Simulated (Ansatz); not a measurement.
Crystal: Pd.

```
Pd
1.0
     2.78367    0.00000    0.00000
    -1.39183    2.41072    0.00000
     0.00000    0.00000    4.62889
Pd
2
Direct
  0.33333 0.66667 0.25000
  0.66667 0.33333 0.75000
```

This isn't the form of Pd at room conditions, which is fcc.

Base run:

```yaml
Program: Ansatz 0.2.0
Functional: r2SCAN
Potentials_or_basis: Ansatz PAW
Cutoff: 500 eV
Density_cutoff: 2000 eV
k_mesh: 11 × 11 × 6
Occupations: fermi-dirac, width 0.05 eV
Spin: no spin polarisation
```

Its results: band gap on the k mesh none (metal or under the smearing width); pressure -5.6 GPa.

Task: The run is repeated on the same cell with these changes: functional from r2SCAN to BLYP; cutoff from 500 eV to 420 eV; density cutoff from 2000 eV to 1680 eV. What comes out?

Result: Band gap on the k mesh none (metal or under the smearing width); pressure 8.6 GPa.

Caveats: the PAW data sets come from PBE, with cores solved anew for the run's functional, which leaves a small shift of forces and pressure; the potentials were made for another functional, which shifts forces and pressure (some runs).

Not every run made on this cell is shown here.
